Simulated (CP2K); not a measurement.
Runs of CP2K 2026.2 on Sb. It takes space group Fm-3m (No. 225, cubic). Conventional cell: a = 4.742 Å, b = 4.742 Å, c = 4.742 Å, α = 90.00°, β = 90.00°, γ = 90.00°. Sb (site symmetry m-3m) is surrounded by 12 Sb at 3.35 Å. This isn't the form of Sb at room conditions, which is rhombohedral.

```csv
level,gap on the mesh (eV),pressure (GPa)
PBEsol,none,(a)
OLYP,none,1.5
revPBE,none,(b)
LDA,none,2.4
BLYP,none,8.8
HLE17,none,0.9
```

Alike in all rows: task band structure; potentials or basis POTENTIAL_UZH Sb GTH-PBE-q5; TZVP-MOLOPT-PBE-GTH basis; no spin polarisation; cell as given; k mesh 10 × 10 × 10; smearing fermi-dirac 0.05 eV.

Estimate the missing entries.

(a) 2.1; (b) 3.7.

Caveats: the potentials were made for another functional, which shifts forces and pressure; spin-orbit coupling is left out, which moves the levels of the heavy elements; the basis of atomic orbitals isn't converged, which shifts pressures, moduli and gaps; the potentials were made for a functional far from this one (some runs).

A k mesh can miss the band edges, and the runs leave out spin-orbit coupling on Sb.

A gap of «none» marks a metal or a gap under the smearing width.

Runs at the PBE level aren't shown here.
